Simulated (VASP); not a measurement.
## CdTe in VASP 6.6.1, single-point calculation

INCAR

```
NBANDS = 16
LASPH = .TRUE.
LCHARG = .FALSE.
PREC = Accurate
EDIFF = 1E-9
LREAL = .FALSE.
SIGMA = 0.02
ISIF = 2
IBRION = -1
ENCUT = 520
NSW = 0
GGA = PE
NELM = 120
ISMEAR = -1
LWAVE = .FALSE.
```

KPOINTS

```
KPOINTS created by Atomic Simulation Environment
0
Gamma
6 6 6
0 0 0
```

POSCAR

```
Cd Te
 1.0000000000000000
     0.0000000000000000    3.2799551162000000    3.4111533208000000
     3.2799551162000000    0.0000000000000000    3.4111533208000000
     3.2799551162000000    3.2799551162000000    0.0000000000000000
 Cd  Te
   1   1
Cartesian
  0.0000000000000000  0.0000000000000000  0.0000000000000000
  1.6399775581000000  1.6399775581000000  1.7055766604000004
```

The recommended PBE PAW datasets give the neutral cell 18 valence electrons.

Command

```
mpirun -np 1 vasp_std
```

OSZICAR

```
N       E                     dE             d eps       ncg     rms          rms(c)
DAV:   1     0.981942496420E+02    0.98194E+02   -0.82334E+03   968   0.966E+02
DAV:   2    -0.143457563210E+01   -0.99629E+02   -0.95477E+02  1176   0.232E+02
DAV:   3    -0.500541739550E+01   -0.35708E+01   -0.35666E+01  1128   0.452E+01
DAV:   4    -0.504127305402E+01   -0.35856E-01   -0.35854E-01  1504   0.399E+00
DAV:   5    -0.504137064934E+01   -0.97595E-04   -0.97595E-04  1200   0.189E-01    0.480E+00
DAV:   6    -0.481616436133E+01    0.22521E+00   -0.38049E-01  1128   0.692E+00    0.405E+00
DAV:   7    -0.480089083222E+01    0.15274E-01   -0.10107E-01  1120   0.201E+00    0.161E+00
DAV:   8    -0.480188297028E+01   -0.99214E-03   -0.97604E-03  1104   0.109E+00    0.436E-01
DAV:   9    -0.480224714145E+01   -0.36417E-03   -0.99790E-04  1168   0.309E-01    0.926E-02
DAV:  10    -0.480230297919E+01   -0.55838E-04   -0.10839E-04  1272   0.101E-01    0.549E-02
DAV:  11    -0.480234612611E+01   -0.43147E-04   -0.81454E-05  1104   0.523E-02    0.361E-02
DAV:  12    -0.480234528174E+01    0.84437E-06   -0.30826E-06  1240   0.126E-02    0.206E-02
DAV:  13    -0.480234517152E+01    0.11021E-06   -0.73001E-07  1256   0.387E-03    0.114E-02
DAV:  14    -0.480234530995E+01   -0.13843E-06   -0.64260E-07  1200   0.417E-03    0.603E-03
DAV:  15    -0.480234534794E+01   -0.37987E-07   -0.50776E-08  1288   0.183E-03    0.288E-03
DAV:  16    -0.480234547885E+01   -0.13091E-06   -0.19605E-08  1200   0.716E-04    0.347E-04
DAV:  17    -0.480234546510E+01    0.13757E-07   -0.54344E-10  1096   0.146E-04    0.156E-04
DAV:  18    -0.480234546215E+01    0.29479E-08   -0.10326E-10   856   0.701E-05    0.424E-05
DAV:  19    -0.480234546274E+01   -0.59504E-09   -0.22338E-11   616   0.273E-05
   1 F= -.48023455E+01 E0= -.48023454E+01  d E =-.294273E-07
```

Standard output (part)

```
POSCAR found type information on POSCAR CdTe
 POSCAR found :  2 types and       2 ions
 LDA part: xc-table for (Slater+PW92), standard interpolation
 POSCAR, INCAR and KPOINTS ok, starting setup
 WAVECAR not read
 entering main loop
```

From OUTCAR

```
k-points           NKPTS =     30   k-points in BZ     NKDIM =     30   number of bands    NBANDS=     16

   NELECT =      18.0000    total number of electrons

   dimension x,y,z NGX =    36 NGY =   36 NGZ =   36
   dimension x,y,z NGXF=    72 NGYF=   72 NGZF=   72

  energy-cutoff  :      520.00
  volume of cell :       73.40
      direct lattice vectors                 reciprocal lattice vectors
     0.000000000  3.279955116  3.411153321    -0.152441110  0.152441110  0.146577991
     3.279955116  0.000000000  3.411153321     0.152441110 -0.152441110  0.146577991
     3.279955116  3.279955116  0.000000000     0.152441110  0.152441110 -0.146577991

 k-points in reciprocal lattice and weights: KPOINTS created by Atomic Simulation Env
   0.00000000  0.00000000  0.00000000       0.005
   0.16666667  0.00000000  0.00000000       0.037
   0.33333333  0.00000000  0.00000000       0.037
   0.50000000  0.00000000  0.00000000       0.019
   0.16666667  0.16666667  0.00000000       0.009
   0.33333333  0.16666667  0.00000000       0.037
   0.50000000  0.16666667  0.00000000       0.037
  -0.33333333  0.16666667  0.00000000       0.037
   ...

 E-fermi :   1.9914

 k-point     1 :       0.0000    0.0000    0.0000
  band No.  band energies     occupation
      1      -9.0722      2.00000
      2      -6.3705      2.00000
      3      -6.3608      2.00000
      4      -6.3608      2.00000
      5      -6.1576      2.00000
      6      -6.1555      2.00000
      7       1.6080      2.00000
      8       1.7368      1.99999
      9       1.7368      1.99999
     10       2.2321      0.00001
     11       6.3397      0.00000
     12       6.3397      0.00000
     13       6.3550      0.00000
     14       9.0497      0.00000
     15      10.6302      0.00000
     16      11.1781      0.00000

 k-point     2 :       0.1667    0.0000    0.0000
  band No.  band energies     occupation
      1      -8.9889      2.00000
      2      -6.3529      2.00000
      3      -6.3459      2.00000
      4      -6.2888      2.00000
      5      -6.1572      2.00000
      6      -6.1569      2.00000
      7       0.0468      2.00000
      8       1.4445      2.00000
      9       1.5566      2.00000
     10       3.3625      0.00000
     11       6.3507      0.00000
     12       6.6598      0.00000
     13       6.6709      0.00000
     14       9.8657      0.00000
     15      10.1448      0.00000
     16      10.2769      0.00000

 k-point     3 :       0.3333    0.0000    0.0000
  band No.  band energies     occupation
      1      -8.8231      2.00000
      2      -6.3277      2.00000
      3      -6.3198      2.00000
      4      -6.1564      2.00000
      5      -6.1532      2.00000
      6      -6.0519      2.00000
      7      -1.5958      2.00000
      8       1.0914      2.00000
      9       1.2500      2.00000
     10       3.5153      0.00000
     11       6.8376      0.00000
     12       7.0028      0.00000
     13       7.7617      0.00000
     14       9.7441      0.00000
     15      10.4845      0.00000
     16      10.5301      0.00000

 ...

  Total       -0.0484739     -0.0484739     -0.3709937      0.0000000      0.0000000      0.0000000
  in kB       -1.0581594     -1.0581594     -8.0986016      0.0000000      0.0000000      0.0000000
  external PRESSURE =      -3.4049734 kB  Pullay stress =       0.0000000 kB

 POSITION                                       TOTAL-FORCE (eV/Angst)
 -----------------------------------------------------------------------------------
      0.00000      0.00000      0.00000        -0.000000     -0.000000      0.000000
      1.63998      1.63998      1.70558         0.000000      0.000000     -0.000000
 -----------------------------------------------------------------------------------
    total drift:                               -0.000001     -0.000001     -0.000000

  FREE ENERGIE OF THE ION-ELECTRON SYSTEM (eV)
  ---------------------------------------------------
  free  energy   TOTEN  =        -4.8023454627 eV

  energy  without entropy=       -4.8023454333  energy(sigma->0) =       -4.80234545
```

It converged. Results: gap between bands v and c on the k mesh 0.50 eV; least direct gap on the k mesh 0.50 eV; pressure -0.3 GPa. Band v is the last that the valence electrons fill when counted band by band, and c is the next.

For comparison, a separate PBE run of the intended cell, on usual settings and not on those above, gives a gap of 0.50 eV on its mesh and a pressure of -0.3 GPa.

The run above took about 47 s on one core of a shared host (Intel Xeon Platinum 8488C) and held 0.21 GiB at most.
